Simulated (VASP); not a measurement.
# Li: convergence, equation of state

Li, Fm-3m (no. 225), 1 atom in the cell. RevPBE; PAW potentials Li_GW (PBE set). VASP 6.6.1.

Wanted: equilibrium volume within 0.5 %; bulk modulus within 2.5 %.

What the run is for: choice of potentials; Accuracy asked: standard; Volumes (times the given one): 0.91, 0.94, 0.97, 1, 1.03, 1.06, 1.09.

## Potentials and cutoff

| Potentials and cutoff | Equilibrium volume (Å³/atom) | Bulk modulus (GPa) | Time (s) |
|---|---|---|---|
| Li_sv_GW, ENCUT 700 | 21.11 | 12.91 | 36 |
| Li_sv, ENCUT 800 | 21.14 | 12.85 | 45 |
| Li_GW, ENCUT 450 | 21.17 | 12.95 | 17 |
| Li, ENCUT 450 | 21.25 | 12.94 | 14 |

Chosen: Li_GW, ENCUT 450, the fastest of those that stay within the tolerance.

## All choices together

| Input | Equilibrium volume (Å³/atom) | Bulk modulus (GPa) | Time (s) |
|---|---|---|---|
| chosen settings | 21.17 | 12.95 | 17 |
| reference settings throughout | 21.11 | 12.91 | 36 |

The tolerance is met.

## The input

INCAR:
```
GGA = RE
ISMEAR = 1
SIGMA = 0.1
LWAVE = False
LCHARG = False
ISIF = 2
NSW = 0
ENCUT = 450
PREC = Accurate
LASPH = True
LREAL = False
ALGO = Normal
EDIFF = 1E-7
NELM = 120
GGA_COMPAT = False
```

KPOINTS:
```
k-points
0
Gamma
  13 13 13
```

POSCAR.step1:
```
Li
1.0
    0.0000000000      2.1338527426      2.1338527426
    2.1338527426      0.0000000000      2.1338527426
    2.1338527426      2.1338527426      0.0000000000
Li
1
Direct
    0.0000000000      0.0000000000      0.0000000000
```

POSCAR.step2:
```
Li
1.0
    0.0000000000      2.1570486114      2.1570486114
    2.1570486114      0.0000000000      2.1570486114
    2.1570486114      2.1570486114      0.0000000000
Li
1
Direct
    0.0000000000      0.0000000000      0.0000000000
```

POSCAR.step3:
```
Li
1.0
    0.0000000000      2.1797560549      2.1797560549
    2.1797560549      0.0000000000      2.1797560549
    2.1797560549      2.1797560549      0.0000000000
Li
1
Direct
    0.0000000000      0.0000000000      0.0000000000
```

POSCAR.step4:
```
Li
1.0
    0.0000000000      2.2020000000      2.2020000000
    2.2020000000      0.0000000000      2.2020000000
    2.2020000000      2.2020000000      0.0000000000
Li
1
Direct
    0.0000000000      0.0000000000      0.0000000000
```

POSCAR.step5:
```
Li
1.0
    0.0000000000      2.2238033982      2.2238033982
    2.2238033982      0.0000000000      2.2238033982
    2.2238033982      2.2238033982      0.0000000000
Li
1
Direct
    0.0000000000      0.0000000000      0.0000000000
```

POSCAR.step6:
```
Li
1.0
    0.0000000000      2.2451874350      2.2451874350
    2.2451874350      0.0000000000      2.2451874350
    2.2451874350      2.2451874350      0.0000000000
Li
1
Direct
    0.0000000000      0.0000000000      0.0000000000
```

POSCAR.step7:
```
Li
1.0
    0.0000000000      2.2661717114      2.2661717114
    2.2661717114      0.0000000000      2.2661717114
    2.2661717114      2.2661717114      0.0000000000
Li
1
Direct
    0.0000000000      0.0000000000      0.0000000000
```

Commands (each step's output is kept before the next begins):
```
cat potpaw_PBE.64/Li_GW/POTCAR > POTCAR
cp POSCAR.step1 POSCAR
mpirun -np 1 vasp_std > vasp.out
cp POSCAR.step2 POSCAR
mpirun -np 1 vasp_std > vasp.out
cp POSCAR.step3 POSCAR
mpirun -np 1 vasp_std > vasp.out
cp POSCAR.step4 POSCAR
mpirun -np 1 vasp_std > vasp.out
cp POSCAR.step5 POSCAR
mpirun -np 1 vasp_std > vasp.out
cp POSCAR.step6 POSCAR
mpirun -np 1 vasp_std > vasp.out
cp POSCAR.step7 POSCAR
mpirun -np 1 vasp_std > vasp.out
```

Limits: Total energies under different potentials can't be compared; the cell and the gap can.

The chosen input took VASP 6.6.1 17 s on 1 core (Intel Xeon 6975P-C (Granite Rapids)), a shared host.
